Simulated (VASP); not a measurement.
The system is Pt.

```
Pt
1.0
     2.77437    0.00000    0.00000
    -1.38718    2.40267    0.00000
     0.00000    0.00000    4.53054
Pt
2
Cartesian
  0.0000 1.6018 1.1326
  1.3872 0.8009 3.3979
```

This isn't the form of Pt at room conditions, which is fcc.

* Program: VASP 6.6.1
* Task: relaxation of cell and atoms
* Functional: PBE
* Potentials or basis: VASP PAW PBE potentials, release 64 (Pt)
* Cutoff: 600 eV
* k mesh: 18 × 18 × 10
* Occupations: gaussian, width 0.1 eV
* Spin: no spin polarisation

At the start: pressure 10.9 GPa; volume 15.10 Å³/atom.

Task: How do energy, volume and symmetry change on relaxing?

Result: Over 12 steps the energy falls by 37.7 meV/atom and the volume is 15.73 Å³/atom (+4.2 %); space group P6_3/mmc (No. 194, to 0.05 Å).

The path:
| step | energy change (eV) | largest force (eV/Å) | pressure (GPa) | volume (Å³) |
| --- | --- | --- | --- | --- |
| 1 | 0.0000 | 0.0000 | 10.88 | 30.20 |
| 2 | 0.1622 | 0.0000 | -19.22 | 34.89 |
| 3 | -0.0517 | 0.0000 | -1.71 | 31.64 |
| 4 | -0.0518 | 0.0000 | -1.35 | 31.59 |
| 5 | -0.0731 | 0.0000 | -0.33 | 31.47 |
| 6 | -0.0753 | 0.0000 | 0.30 | 31.41 |
| 7 | -0.0753 | 0.0000 | 0.35 | 31.41 |
| 8 | -0.0751 | 0.0000 | -0.68 | 31.55 |
| 9 | -0.0753 | 0.0000 | 0.04 | 31.45 |
| 10 | -0.0753 | 0.0000 | 0.03 | 31.45 |
| 11 | -0.0753 | 0.0000 | 0.02 | 31.45 |
| 12 | -0.0753 | 0.0000 | 0.00 | 31.46 |

Final structure:
```yaml
crystal:
  lattice:
    - [2.75821, 0.00000, 0.00000]
    - [-1.37910, 2.38868, 0.00000]
    - [0.00000, 0.00000, 4.77436]
  atoms:
    - { symbol: Pt, position: [0.33333, 0.66667, 0.25000] }
    - { symbol: Pt, position: [0.66667, 0.33333, 0.75000] }
```
